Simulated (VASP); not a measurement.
Ta: relaxation of cell and atoms with PBE

Crystal: Ta.

```
Ta
1.0
    -1.65150    1.65150    1.65150
     1.65150   -1.65150    1.65150
     1.65150    1.65150   -1.65150
Ta
1
Direct
  0.00000 0.00000 0.00000
```

| Property | Result |
| --- | --- |
| Program | VASP 6.6.1 |
| Task | relaxation of cell and atoms |
| Functional | PBE |
| Potentials or basis | VASP PAW PBE potentials, release 64 (Ta_pv) |
| Cutoff | 600 eV |
| k mesh | 23 × 23 × 23 |
| Occupations | fermi-dirac, width 0.05 eV |
| Spin | no spin polarisation |
| P gpa | 0 |
| Further INCAR settings | ALGO = Fast; EDIFF = 1e-06; IBRION = 2; EDIFFG = -0.005; NSW = 40; ISIF = 3 |

The relaxed volume is 18.30 Å³/atom. The relaxed cell is a = 2.876 Å, b = 2.876 Å, c = 2.876 Å, α = 109.47°, β = 109.47°, γ = 109.47°, the space group after relaxing (to 0.05 Å) is Im-3m (No. 229) and the energy gained by relaxing is 2.8 meV/atom. The ionic steps are 3, the pressure after relaxing is 0.0 GPa and the band gap on the k mesh is none (metal or under the smearing width).

Step by step:
| step | energy change (eV) | largest force (eV/Å) | pressure (GPa) | volume (Å³) |
| --- | --- | --- | --- | --- |
| 1 | 0.0000 | 0.0000 | 3.16 | 18.02 |
| 2 | 0.0112 | 0.0000 | -6.59 | 18.96 |
| 3 | -0.0028 | 0.0000 | -0.02 | 18.30 |

Final structure:
```xyz
1
Lattice="-1.6602 1.6602 1.6602 1.6602 -1.6602 1.6602 1.6602 1.6602 -1.6602" Properties=species:S:1:pos:R:3 pbc="T T T"
Ta    0.0000    0.0000    0.0000
```

Levels at points of the mesh, in eV from the Fermi level:
| k point | band 2 | band 3 | band 4 | band 5 | band 6 | band 7 | band 8 | band 9 |
| --- | --- | --- | --- | --- | --- | --- | --- | --- |
| (0.00, 0.00, 0.00) | -33.13 | -33.13 | -7.85 | 0.74 | 0.74 | 0.74 | 3.96 | 3.96 |

Wall time 2.1 min on 1 thread of AMD EPYC 7R13 Processor (Zen 3) (shared host), peak memory 0.19 GiB.

Spin-orbit coupling is left out, which matters for the levels of Ta.
